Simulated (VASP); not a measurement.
Input of a VASP 6.6.1 run:

File INCAR:

```
  PREC = Accurate
  ENCUT = 520
  EDIFF = 1E-7
  ISMEAR = -1
  SIGMA = 0.05
  LREAL = False
  LASPH = True
  NELM = 60
  ALGO = Normal
  ISIF = 2
  LWAVE = False
  LCHARG = True
  GGA = PE
  LELF = True
  LVHAR = True
  NBANDS = 26
```

KPOINTS

```
Automatic mesh
0
Gamma
  7 7 7
```

POSCAR

```
Al2Cu
1.0
   -3.0335000000      3.0335000000      2.4385000000
    3.0335000000     -3.0335000000      2.4385000000
    3.0335000000      3.0335000000     -2.4385000000
Cu Al
2 4
Direct
    0.2560770000      0.2521720000     -0.0015420000
    0.7380700000      0.7333580000     -0.0079170000
    0.3471610000      0.1639230000      0.4911360000
    0.8490180000      0.3475930000      0.2033520000
    0.6495980000      0.8298110000      0.4966050000
    0.1603590000      0.6664780000      0.8265050000
```

Potentials or basis: VASP PAW PBE potentials, release 64 (Cu, Al).

The run is started by

```sh
$ cat potpaw_PBE.64/Cu/POTCAR potpaw_PBE.64/Al/POTCAR > POTCAR
$ mpirun -np 1 vasp_std > vasp.out
```

Problem. What does it give for the largest force?

Solution. 0.674 eV/Å.

Problem. What does it give for the band gap on the k mesh?

Solution. None (metal or under the smearing width).

Problem. Estimate the pressure.

Solution. 0.1 GPa.

Stress tensor (GPa, compression positive):
```
-0.01  0.40  0.34
 0.40 -0.23 -0.27
 0.34 -0.27  0.66
```
